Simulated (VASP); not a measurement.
# BaZrO3: how cutoff and mesh change the relaxed cell

Aim: test the relaxed volume of BaZrO3 against cutoff and mesh. The starting structure is a measured crystal structure from the Crystallography Open Database. The first relaxation on each setting starts from this cell expanded by 3 % in volume.

Program: VASP 6.6.1. Level of theory: Kohn-Sham DFT with plane waves and PAW; PBEsol. Results are calculated unless marked as measured.

**1. The starting structure**

Symmetry: Pm-3m, No. 221, cubic system. The conventional cell has a = 4.191 Å, b = 4.191 Å, c = 4.191 Å, α = 90.00°, β = 90.00°, γ = 90.00°. Nearest to Ba lie 12 O at 2.96 Å. Nearest to Zr lie 6 O at 2.10 Å. Nearest to O lie 2 Zr at 2.10 Å and 4 Ba at 2.96 Å. Farther neighbours and most contacts between anions are not listed.

As a file:

```
Ba Zr O
1.0
     4.19134    0.00000    0.00000
     0.00000    4.19134    0.00000
     0.00000    0.00000    4.19134
Ba Zr O
1 1 3
Direct
  0.00000 0.00000 0.00000
  0.50000 0.50000 0.50000
  0.50000 0.50000 0.00000
  0.50000 0.00000 0.50000
  0.00000 0.50000 0.50000
```

**2. Reference relaxation**

This run starts from the cell of an earlier relaxation, which isn't shown; the restart sets up the plane waves anew.

The input, INCAR:

```
SYSTEM = BaZrO3
PREC = Accurate
ENCUT = 520
EDIFF = 1E-06
NELM = 100
ISMEAR = 0
SIGMA = 0.03
LREAL = .FALSE.
ALGO = Normal
GGA = PS
NBANDS = 26
LASPH = .TRUE.
LORBIT = 11
LWAVE = .FALSE.
LCHARG = .FALSE.
KPAR = 8
IBRION = 2
NSW = 50
ISIF = 3
EDIFFG = -0.006
```

The input, POSCAR:

```
BaZrO3
1.0
    4.1907662480      0.0000000000      0.0000000000
    0.0000000000      4.1907662480      0.0000000000
    0.0000000000      0.0000000000      4.1907662480
Ba Zr O
1 1 3
Direct
    0.0000000000      0.0000000000      0.0000000000
    0.5000000000      0.5000000000      0.5000000000
    0.5000000000      0.5000000000      0.0000000000
    0.5000000000      0.0000000000      0.5000000000
    0.0000000000      0.5000000000      0.5000000000
```

The input, KPOINTS:

```
Automatic mesh
0
Gamma
6 6 6
0 0 0
```

PAW data sets: Ba_sv, Zr_sv and O (PBE family, release 64).

On the command line:

```bash
> mpirun -np 8 vasp_std
```

Output:

```text
[banner, memory and clock lines left out]
running    8 mpi-ranks, on    1 nodes
 distrk:  each k-point on    1 cores,    8 groups
 distr:  one band on    1 cores,    1 groups

 POSCAR found type information on POSCAR BaZrO
 POSCAR found :  3 types and       5 ions
|                                                                             |
|           W    W    AA    RRRRR   N    N  II  N    N   GGGG   !!!           |
|           W    W   A  A   R    R  NN   N  II  NN   N  G    G  !!!           |
|           W    W  A    A  R    R  N N  N  II  N N  N  G       !!!           |
|           W WW W  AAAAAA  RRRRR   N  N N  II  N  N N  G  GGG   !            |
|           WW  WW  A    A  R   R   N   NN  II  N   NN  G    G                |
|           W    W  A    A  R    R  N    N  II  N    N   GGGG   !!!           |
|                                                                             |
|     For optimal performance we recommend to set                             |
|       NCORE = 2 up to number-of-cores-per-socket                            |
|     NCORE specifies how many cores store one orbital (NPAR=cpu/NCORE).      |
|     This setting can greatly improve the performance of VASP for DFT.       |
|     The default, NCORE=1 might be grossly inefficient on modern             |
|     multi-core architectures or massively parallel machines. Do your        |
|     Unfortunately you need to use the default for GW and RPA                |
|     calculations (for HF NCORE is supported but not extensively tested      |
|     yet).                                                                   |
|                                                                             |

|                                                                             |
|               ----> ADVICE to this user running VASP <----                  |
|                                                                             |
|     You enforced a specific xc type in the INCAR file but a different       |
|     [... a line on the potential file left out ...]
|     I HOPE YOU KNOW WHAT YOU ARE DOING!                                     |
|                                                                             |

 LDA part: xc-table for (Slater+PW92), standard interpolation
 POSCAR, INCAR and KPOINTS ok, starting setup
 FFT: planning ... GRIDC
 FFT: planning ... GRID_SOFT
 FFT: planning ... GRID
 WAVECAR not read
 entering main loop
       N       E                     dE             d eps       ncg     rms          rms(c)
DAV:   1     0.313496777773E+03    0.31350E+03   -0.22051E+04  1040   0.151E+03
DAV:   2    -0.289775711690E+02   -0.34247E+03   -0.33478E+03  1272   0.367E+02
DAV:   3    -0.499509056550E+02   -0.20973E+02   -0.20917E+02  1664   0.878E+01
DAV:   4    -0.504914403316E+02   -0.54053E+00   -0.53998E+00  1438   0.115E+01
DAV:   5    -0.505025426327E+02   -0.11102E-01   -0.11101E-01  1514   0.126E+00    0.291E+01
DAV:   6    -0.437835383546E+02    0.67190E+01   -0.37296E+01  1254   0.388E+01    0.134E+01
DAV:   7    -0.436685661264E+02    0.11497E+00   -0.28362E+00  1488   0.956E+00    0.804E+00
DAV:   8    -0.436264983449E+02    0.42068E-01   -0.32911E-01  1298   0.450E+00    0.680E-01
DAV:   9    -0.436227426502E+02    0.37557E-02   -0.53521E-02  1490   0.136E+00    0.506E-01
DAV:  10    -0.436234505397E+02   -0.70789E-03   -0.14210E-02  1396   0.102E+00    0.257E-01
DAV:  11    -0.436230551837E+02    0.39536E-03   -0.20716E-03  1288   0.398E-01    0.289E-02
DAV:  12    -0.436230760208E+02   -0.20837E-04   -0.12558E-04  1396   0.782E-02    0.334E-02
DAV:  13    -0.436230740203E+02    0.20005E-05   -0.10501E-05  1454   0.237E-02    0.420E-03
DAV:  14    -0.436230740583E+02   -0.38016E-07   -0.12537E-06   862   0.939E-03
   1 F= -.43623074E+02 E0= -.43623074E+02  d E =-.436231E+02
 curvature:   0.00 expect dE= 0.000E+00 dE for cont linesearch  0.000E+00
 trial: gam= 0.00000 g(F)=  0.000E+00 g(S)=  0.585E-05 ort = 0.000E+00 (trialstep = 0.100E+01)
 search vector abs. value=  0.585E-05
 reached required accuracy - stopping structural energy minimisation
```

It took 6.6 s on 8 MPI ranks of Intel Xeon Platinum 8375C at 2.90GHz (Ice Lake), shared host; peak memory 1.6 GiB.

Lines that name or quote the potential files are left out of all logs, and their timing lines are given in words.

From OUTCAR (step 2):

```text
ion  position               nearest neighbor table
   1  0.000  0.000  0.000-   3 2.96   4 2.96   5 2.96   4 2.96   5 2.96   3 2.96   5 2.96   5 2.96
                             3 2.96   4 2.96   4 2.96   3 2.96   2 3.63   2 3.63   2 3.63   2 3.63
   2  0.500  0.500  0.500-   3 2.10   4 2.10   5 2.10   3 2.10   4 2.10   5 2.10   1 3.63   1 3.63
                             1 3.63   1 3.63   1 3.63   1 3.63   1 3.63   1 3.63
   3  0.500  0.500  0.000-   2 2.10   2 2.10   1 2.96   1 2.96   1 2.96   1 2.96
   4  0.500  0.000  0.500-   2 2.10   2 2.10   1 2.96   1 2.96   1 2.96   1 2.96
   5  0.000  0.500  0.500-   2 2.10   2 2.10   1 2.96   1 2.96   1 2.96   1 2.96

  LATTYP: Found a simple cubic cell.
 ALAT       =     4.1907662480

 Subroutine GETGRP returns: Found 48 space group operations
 (whereof 48 operations were pure point group operations)

The static configuration has the point symmetry O_h .

 Found     20 irreducible k-points:

   k-points           NKPTS =     20   k-points in BZ     NKDIM =     20   number of bands    NBANDS=     26

   dimension x,y,z NGX =    32 NGY =   32 NGZ =   32
   dimension x,y,z NGXF=    64 NGYF=   64 NGZF=   64

   ENCUT  =  520.0 eV  38.22 Ry    6.18 a.u.   7.79  7.79  7.79*2*pi/ulx,y,z

   NELECT =      40.0000    total number of electrons

 k-points in reciprocal lattice and weights: Automatic mesh
   0.00000000  0.00000000  0.00000000       0.005
   0.16666667  0.00000000  0.00000000       0.028
   0.33333333  0.00000000  0.00000000       0.028
   0.50000000  0.00000000  0.00000000       0.014
   0.16666667  0.16666667  0.00000000       0.056
   0.33333333  0.16666667  0.00000000       0.111
   0.50000000  0.16666667  0.00000000       0.056
   0.33333333  0.33333333  0.00000000       0.056
   0.50000000  0.33333333  0.00000000       0.056
[...]
0.50000000  0.50000000  0.33333333       0.028
   0.50000000  0.50000000  0.50000000       0.005

 average (electrostatic) potential at core
       1 -33.4960       2 -77.9218       3 -69.3648       4 -69.3648       5 -69.3648

 E-fermi :   3.8758

 k-point     1 :       0.0000    0.0000    0.0000
  band No.  band energies     occupation
    ...
     16       2.6356      2.00000
     17       2.6356      2.00000
     18       3.4166      2.00000
     19       3.4166      2.00000
     20       3.4166      2.00000
     21       6.7448      0.00000
     22       6.7448      0.00000
     23       6.7448      0.00000
     24       8.1801      0.00000
     25       8.1801      0.00000
    ...

 k-point     2 :       0.1667    0.0000    0.0000
  band No.  band energies     occupation
    ...
     16       2.3812      2.00000
     17       2.4290      2.00000
     18       2.7524      2.00000
     19       3.3293      2.00000
     20       3.3293      2.00000
     21       6.8436      0.00000
     22       7.3667      0.00000
     23       7.3667      0.00000
     24       8.6232      0.00000
     25       8.6358      0.00000
    ...

 k-point     3 :       0.3333    0.0000    0.0000
  band No.  band energies     occupation
    ...
     16       2.0104      2.00000
     17       2.0379      2.00000
     18       2.0728      2.00000
     19       3.2218      2.00000
     20       3.2218      2.00000
     21       7.0689      0.00000
     22       8.6102      0.00000
     23       8.6102      0.00000
     24       9.5211      0.00000
     25       9.6499      0.00000
    ...

  Total       -0.0142190     -0.0142190     -0.0142190      0.0000000     -0.0000000     -0.0000000
  in kB       -0.3095273     -0.3095273     -0.3095273      0.0000000     -0.0000000     -0.0000000
  external PRESSURE =      -0.3095273 kB  Pullay stress =       0.0000000 kB

  energy-cutoff  :      520.00
  volume of cell :       73.60
      direct lattice vectors                 reciprocal lattice vectors
     4.190766248  0.000000000  0.000000000     0.238619847  0.000000000  0.000000000
     0.000000000  4.190766248  0.000000000     0.000000000  0.238619847  0.000000000
     0.000000000  0.000000000  4.190766248     0.000000000  0.000000000  0.238619847

 POSITION                                       TOTAL-FORCE (eV/Angst)
 -----------------------------------------------------------------------------------
      0.00000      0.00000      0.00000         0.000000      0.000000      0.000000
      2.09538      2.09538      2.09538         0.000000      0.000000      0.000000
      2.09538      2.09538      0.00000         0.000000      0.000000      0.000000
      2.09538      0.00000      2.09538         0.000000      0.000000      0.000000
      0.00000      2.09538      2.09538         0.000000      0.000000      0.000000
 -----------------------------------------------------------------------------------
    total drift:                                0.000000     -0.000000     -0.000000

  FREE ENERGIE OF THE ION-ELECTRON SYSTEM (eV)
  ---------------------------------------------------
  free  energy   TOTEN  =       -43.6230740583 eV

  energy  without entropy=      -43.6230740583  energy(sigma->0) =      -43.62307406

 reached required accuracy - stopping structural energy minimisation

 total charge
# of ion       s       p       d       tot
------------------------------------------
    1        1.997   5.616   0.275   7.888
    2        2.203   6.086   1.446   9.735
    3        1.557   3.465   0.000   5.022
    4        1.557   3.465   0.000   5.022
    5        1.557   3.465   0.000   5.022
--------------------------------------------------
tot          8.871  22.098   1.721  32.690

[... 3 further parts left out ...]
```

CONTCAR:

```
BaZrO3
   1.00000000000000
     4.1907662480000001    0.0000000000000000    0.0000000000000000
     0.0000000000000000    4.1907662480000001    0.0000000000000000
     0.0000000000000000    0.0000000000000000    4.1907662480000001
  Ba              Zr              O
     1     1     3
Direct
     0.0000000000000000    0.0000000000000000    0.0000000000000000
     0.5000000000000000    0.5000000000000000    0.5000000000000000
     0.5000000000000000    0.5000000000000000    0.0000000000000000
     0.5000000000000000    0.0000000000000000    0.5000000000000000
     0.0000000000000000    0.5000000000000000    0.5000000000000000
```

The PAW data sets were made with PBE, which is usual practice but a small mismatch for other functionals. The run keeps the 48 symmetry operations of its start, so it cannot find a distortion of lower symmetry.

The reference relaxation ends at 14.720 Å³ an atom.

**3. Relaxation with a cutoff of 400 eV**

Against step 2 the input has ENCUT = 400. This run starts from the cell of an earlier relaxation, which isn't shown; the restart sets up the plane waves anew.

Edit INCAR of step 2 so:

```diff
@@ -2,3 +2,3 @@
 PREC = Accurate
-ENCUT = 520
+ENCUT = 400
 EDIFF = 1E-06
```

Edit POSCAR of step 2 so:

```diff
@@ -2,5 +2,5 @@
 1.0
-    4.1907662480      0.0000000000      0.0000000000
-    0.0000000000      4.1907662480      0.0000000000
-    0.0000000000      0.0000000000      4.1907662480
+    4.1654669517      0.0000000000      0.0000000000
+    0.0000000000      4.1654669517      0.0000000000
+    0.0000000000      0.0000000000      4.1654669517
 Ba Zr O
```

KPOINTS is that of step 2.

On the command line:

```bash
> mpirun -np 8 vasp_std
```

Output:

```text
[banner, memory and clock lines left out]
running    8 mpi-ranks, on    1 nodes
[...]
[... a notice as in an earlier step ...]

 [... a notice as in an earlier step ...]

 LDA part: xc-table for (Slater+PW92), standard interpolation
 POSCAR, INCAR and KPOINTS ok, starting setup
[...]
entering main loop
       N       E                     dE             d eps       ncg     rms          rms(c)
DAV:   1     0.264750678058E+03    0.26475E+03   -0.19253E+04  1040   0.124E+03
DAV:   2    -0.329948215308E+02   -0.29775E+03   -0.28999E+03  1308   0.334E+02
DAV:   3    -0.500620166383E+02   -0.17067E+02   -0.17018E+02  1708   0.759E+01
DAV:   4    -0.503771379832E+02   -0.31512E+00   -0.31484E+00  1402   0.861E+00
[...]
DAV:  12    -0.436568915028E+02   -0.18977E-04   -0.10828E-04  1430   0.714E-02    0.323E-02
DAV:  13    -0.436568896664E+02    0.18365E-05   -0.79970E-06  1378   0.207E-02    0.454E-03
DAV:  14    -0.436568895343E+02    0.13201E-06   -0.11456E-06   868   0.833E-03
[...]
DAV:   9    -0.436540214870E+02    0.60229E-07   -0.41513E-07   588   0.435E-03
   2 F= -.43654021E+02 E0= -.43654021E+02  d E =0.286805E-02
 trial-energy change:    0.002868  1 .order    0.002931   -0.008602    0.014465
 step:   0.3768(harm=  0.3729)  dis= 0.00000  next Energy=   -43.658514 (dE=-0.162E-02)
[...]
N       E                     dE             d eps       ncg     rms          rms(c)
DAV:   1    -0.436806791411E+02   -0.26658E-01   -0.70123E-01  1090   0.667E+00    0.166E+00
DAV:   2    -0.436625004093E+02    0.18179E-01   -0.79033E-02  1164   0.175E+00    0.626E-01
DAV:   3    -0.436585048382E+02    0.39956E-02   -0.11338E-02  1416   0.798E-01    0.134E-01
DAV:   4    -0.436583180210E+02    0.18682E-03   -0.32619E-03  1588   0.276E-01    0.121E-01
DAV:   5    -0.436584328960E+02   -0.11488E-03   -0.14639E-04  1462   0.666E-02    0.639E-02
DAV:   6    -0.436585150995E+02   -0.82203E-04   -0.22049E-04  1622   0.734E-02    0.117E-02
DAV:   7    -0.436585168093E+02   -0.17098E-05   -0.16710E-05  1290   0.227E-02    0.660E-03
DAV:   8    -0.436585159530E+02    0.85625E-06   -0.34222E-06  1062   0.109E-02
   3 F= -.43658516E+02 E0= -.43658516E+02  d E =-.162642E-02
[...]
reached required accuracy - stopping structural energy minimisation
```

Wall time 16 s (8 MPI ranks); peak memory 1.5 GiB.

OUTCAR, selected parts (step 3):

```text
  Total       -0.0033966     -0.0033966     -0.0033966      0.0000000      0.0000000     -0.0000000
  in kB       -0.0757449     -0.0757449     -0.0757449      0.0000000      0.0000000     -0.0000000
  external PRESSURE =      -0.0757449 kB  Pullay stress =       0.0000000 kB

 POSITION                                       TOTAL-FORCE (eV/Angst)
 -----------------------------------------------------------------------------------
      0.00000      0.00000      0.00000        -0.000000     -0.000000      0.000000
      2.07861      2.07861      2.07861         0.000000     -0.000000      0.000000
      2.07861      2.07861     -0.00000        -0.000000     -0.000000      0.000000
      2.07861     -0.00000      2.07861        -0.000000      0.000000      0.000000
      0.00000      2.07861      2.07861         0.000000     -0.000000      0.000000
 -----------------------------------------------------------------------------------
    total drift:                                0.000000      0.000000      0.000000

  FREE ENERGIE OF THE ION-ELECTRON SYSTEM (eV)
  ---------------------------------------------------
  free  energy   TOTEN  =       -43.6585159530 eV

  energy  without entropy=      -43.6585159530  energy(sigma->0) =      -43.65851595

[... 2 parts as in an earlier step ...]

[... 2 further parts left out ...]
[key lines of the parts left out:]
E-fermi :   4.0525
```

With a cutoff of 400 eV the cell ends at 14.369 Å³ an atom, -2.38 % from the reference.

**4. Relaxation with a 3×3×3 mesh**

Against step 2 the input has a 3×3×3 mesh (also changed: KPAR and NCORE). This run starts from the cell of an earlier relaxation, which isn't shown; the restart sets up the plane waves anew.

Edit INCAR of step 3 so:

```diff
@@ -2,3 +2,3 @@
 PREC = Accurate
-ENCUT = 400
+ENCUT = 520
 EDIFF = 1E-06
@@ -15,3 +15,4 @@
 LCHARG = .FALSE.
-KPAR = 8
+KPAR = 2
+NCORE = 4
 IBRION = 2
```

Edit POSCAR of step 3 so:

```diff
@@ -2,5 +2,5 @@
 1.0
-    4.1654669517      0.0000000000      0.0000000000
-    0.0000000000      4.1654669517      0.0000000000
-    0.0000000000      0.0000000000      4.1654669517
+    4.1924872504      0.0000000000      0.0000000000
+    0.0000000000      4.1924872504      0.0000000000
+    0.0000000000      0.0000000000      4.1924872504
 Ba Zr O
```

The input, KPOINTS:

```
Automatic mesh
0
Gamma
3 3 3
0 0 0
```

On the command line:

```bash
> mpirun -np 8 vasp_std
```

Output:

```text
[banner, memory and clock lines left out]
running    8 mpi-ranks, on    1 nodes
[...]
[... a notice as in an earlier step ...]

 LDA part: xc-table for (Slater+PW92), standard interpolation
 POSCAR, INCAR and KPOINTS ok, starting setup
[...]
entering main loop
       N       E                     dE             d eps       ncg     rms          rms(c)
DAV:   1     0.321347922847E+03    0.32135E+03   -0.22459E+04   208   0.153E+03
DAV:   2    -0.278618845550E+02   -0.34921E+03   -0.34233E+03   250   0.362E+02
DAV:   3    -0.499497285780E+02   -0.22088E+02   -0.22030E+02   318   0.898E+01
DAV:   4    -0.504733837161E+02   -0.52366E+00   -0.52312E+00   296   0.114E+01
[...]
DAV:  12    -0.435507647068E+02   -0.22672E-04   -0.13282E-04   284   0.784E-02    0.345E-02
DAV:  13    -0.435507620446E+02    0.26622E-05   -0.10043E-05   262   0.244E-02    0.390E-03
DAV:  14    -0.435507621063E+02   -0.61661E-07   -0.10131E-06   154   0.844E-03
   1 F= -.43550762E+02 E0= -.43550762E+02  d E =-.435508E+02
[...]
reached required accuracy - stopping structural energy minimisation
```

Run time: 4 s. Hardware: 8 MPI ranks; peak memory 0.99 GiB; 24 s of CPU time.

From OUTCAR (step 4):

```text
  Total       -0.0146208     -0.0146208     -0.0146208     -0.0000000      0.0000000     -0.0000000
  in kB       -0.3178819     -0.3178819     -0.3178819     -0.0000000      0.0000000     -0.0000000
  external PRESSURE =      -0.3178819 kB  Pullay stress =       0.0000000 kB

 POSITION                                       TOTAL-FORCE (eV/Angst)
 -----------------------------------------------------------------------------------
      0.00000      0.00000      0.00000         0.000000      0.000000      0.000000
      2.09624      2.09624      2.09624         0.000000      0.000000      0.000000
      2.09624      2.09624      0.00000         0.000000      0.000000      0.000000
      2.09624      0.00000      2.09624         0.000000      0.000000      0.000000
      0.00000      2.09624      2.09624         0.000000      0.000000      0.000000
 -----------------------------------------------------------------------------------
    total drift:                                0.000000     -0.000000     -0.000000

  FREE ENERGIE OF THE ION-ELECTRON SYSTEM (eV)
  ---------------------------------------------------
  free  energy   TOTEN  =       -43.5507621063 eV

  energy  without entropy=      -43.5507621063  energy(sigma->0) =      -43.55076211

[... 1 part as in an earlier step ...]

[... 3 further parts left out ...]
[key lines of the parts left out:]
E-fermi :   3.6648
```

With a 3×3×3 mesh the cell ends at 14.738 Å³ an atom, +0.12 % from the reference.

(Part 1 of 2 ends here.)

[Lines on the potential files, build, host, timing and source positions are cut from VASP's logs without a mark.]

[Logs are printed without paths, hosts, clocks, repeated set-up lines and the standing remarks that a program may print on its own settings, such as how far it seeks lower states.]

[Hosts, paths, dates, database ids (printed as entryN), source tags and the programs' standing remarks are cut or masked in the printed files.]
